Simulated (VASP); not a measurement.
Set up this calculation in VASP 6.6.1, as the native input.

```
Task                   : single point
Functional             : LDA
Potentials or basis    : VASP PAW LDA potentials, release 64 (N)
Cutoff                 : 520 eV
k mesh                 : 6 × 6 × 4
Occupations            : gaussian, width 0.05 eV
Spin                   : no spin polarisation
Dipole correction      : no
Further INCAR settings : ALGO = Normal; EDIFF = 1e-06; NBANDS = 18
```

The structure of N lies in POSCAR:

```
N
1.0
    4.0840619700      0.0000000000      0.0153152324
    0.0000000000      4.0840619700      0.0000000000
    0.0200471747      0.0000000000      5.3459132500
N
4
Direct
    0.9042752000      0.9042752000      0.0000000000
    0.5957248000      0.4042752000      0.5000000000
    0.0957248000      0.0957248000      0.0000000000
    0.4042752000      0.5957248000      0.5000000000
```

The cell isn't the ideal one: strain +0.0075 x Voigt [0, 0, 0, 0, 1, 0], atoms carried along.

The input as run:

INCAR

```
SYSTEM = N
PREC = Accurate ; ENCUT = 520
EDIFF = 1E-6 ; ISMEAR = 0
SIGMA = 0.05 ; LREAL = .False.
LASPH = .True. ; NELM = 100
ALGO = Normal ; ISIF = 2
LWAVE = .False. ; LCHARG = .True.
GGA = CA ; LELF = .True.
LVHAR = .True. ; NBANDS = 18
```

KPOINTS

```
regular mesh
0
Gamma
  6 6 4
  0 0 0
```

Potentials or basis: VASP PAW LDA potentials, release 64 (N).

Launch:

```bash
$ cat potpaw_LDA.64/N/POTCAR > POTCAR
$ mpirun -np 1 vasp_std > vasp.out
```

It gave:

```yaml
Pressure: -1.2 GPa
Largest_force: 0.367 eV/Å
Band_gap_on_the_k_mesh: 6.70 eV, indirect (least direct gap 6.90 eV)
```

Caveat: the standard files for N, O and F lose accuracy on very short bonds.

Wall time 41 s on 1 thread of AMD EPYC 7R13 Processor (Zen 3) (shared host), peak memory 0.15 GiB.
